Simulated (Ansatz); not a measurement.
Theory: DFT PBE, scalar-relativistic, plane waves, PAW in Ansatz. Settings: cutoff 420 eV, Γ-centred meshes spaced at most about 0.3 Å⁻¹, and about 0.25 Å⁻¹ or finer for metals (2π included), Gaussian smearing. No spin polarisation.

All energies are static (0 K, no zero-point motion).

Two relaxed structures of Sn4Te:

A.

Space group R3m:H (No. 160). a = 7.596 Å, b = 7.596 Å, c = 12.681 Å, α = 90.00°, β = 90.00°, γ = 120.00°
```tsv
atom	site	symmetry	x	y	z
Sn	3a	3m	0.3333	0.6667	0.2292
Sn	9b	.m	0.5244	0.4756	0.0959
Te	3a	3m	0.3333	0.6667	0.6089
```

B.

Space group P4/mmm (No. 123). a = 6.166 Å, b = 6.166 Å, c = 4.969 Å, α = 90.00°, β = 90.00°, γ = 90.00°
```
atom  site  symmetry       x       y       z
  Sn    4j      m.2m  0.7508  0.7508  0.0000
  Te    1d     4/mmm  0.5000  0.5000  0.5000
```

Question: Which form is favoured at zero pressure, and by what margin per atom?

Answer: B is lower, by 9 meV/atom. A has space group R3m (No. 160), 42.2 Å³/atom and no gap on its mesh; B has space group P4/mmm (No. 123), 37.8 Å³/atom and no gap. Counting Sn atoms around Te (those within 1.25 times the shortest such distance or 1.15 times the sum of covalent radii; the shortest distance is added where it is long for a bond), A has Te 3 and B has Te 8 from 3.3 Å. The denser one is the lower, and pressure would at first widen the difference. Even the lower one lies +0.23 eV/atom against the reference forms of the elements (uncorrected), so neither is stable at this level. In A, Sn on a site of symmetry 3m has 6 Sn at 3.03–3.15 Å; Sn on a site of symmetry m is surrounded by 1 Te at 2.95 Å and 4 Sn at 3.03–3.24 Å; around Te lie 3 Sn at 2.95 Å. In B, Sn has 4 Sn at 3.07–3.09 Å and 2 Te at 3.31 Å; Te is surrounded by 8 Sn at 3.31 Å. Both come from invented guesses.

For metals, differences of a few meV/atom aren't resolved. Spin–orbit coupling, which can matter for Te, is left out. Cells relaxed within their symmetry can be saddle points.
